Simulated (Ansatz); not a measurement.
# Ni₂Si films: biaxial stress and wafer bow

Plane-wave DFT in Ansatz, PBEsol, scalar-relativistic PAW potentials, cutoff 420 eV, no spin-orbit coupling; no spin polarisation. Ni₂Si in space group P6_3/mmc, strained equally along a and b of the conventional cell, with c and the atoms relaxed within the symmetry (a film with c along the normal). Stress is the in-plane mean, tension positive.

| strain (%) | stress (GPa) | E − E(0) (meV/atom) |
| --- | --- | --- |
| -6.0 | ? | 138.9 |
| -4.0 | -23.40 | 59.4 |
| -2.0 | -11.07 | 14.3 |
| +0.0 | 0.01 | 0.0 |
| +2.0 | 9.53 | 13.1 |
| +4.0 | 17.46 | 49.7 |
| +6.0 | 23.88 | 106.1 |

Fit the stress, get the biaxial modulus and predict the missing row.

A parabola through the given rows is σ = 0.01 + 5.112 ε -0.1882 ε² GPa (ε in %), so M = dσ/dε = 511 GPa at zero. It predicts -37.44 GPa at -6.0 %; the run gave -37.37 GPa. The miss is 0.07 GPa, so the fit holds even one step beyond its range. The negative square term means that the film is stiffer in compression than in tension. The energies check it: E/V = Mε² at small strain, and a cubic fit with V = 10.62 Å³/atom gives M = 513 GPa, in agreement.

How much does a 20 nm film at +0.2 % strain bow a 300 mm Si(001) wafer 775 μm thick?

The fit, without its small constant, gives σ = 1.01 GPa. Stoney's formula, κ = 6σt_f/(M_s t_s²) with M_s = 180.5 GPa for Si(001) (literature), gives |κ| = 1.12×10⁻³ m⁻¹ and a bow κr²/2 = 12.6 μm at r = 150 mm, with the film side concave (tension pulls the edges up). This assumes a single-crystal or fully textured, unrelaxed film at 0 K.

The cell has no gap in any row, so the stresses hang on mesh and smearing.

Cost: about 8.6 core-minutes for the runs cited, on Arm Neoverse V2 (shared hosts).

Compression costs more energy than equal tension at every strain pair, and the tensile stress rises ever more slowly without reaching a maximum. This is ordinary bond anharmonicity: shortening the in-plane contacts meets steeply growing overlap repulsion, while stretching them weakens the Ni d–Si p hybridisation and the metallic cohesion. Relaxation of c relieves part of the load but evidently doesn't remove the asymmetry. At the small strain used for the wafer the curvature hardly matters, so the predicted bow is essentially proportional to the assumed strain and to the modulus.

That modulus, 511 GPa, is high for a nickel silicide, which suggests a stiff basal plane that a randomly oriented film would partly average out. The hexagonal structure is also the high-temperature form of Ni₂Si, whereas films reacted at moderate temperature are normally orthorhombic. The bow therefore describes a basal-textured hexagonal layer, and the calculation doesn't show whether that layer would resist distortion towards the orthorhombic phase.
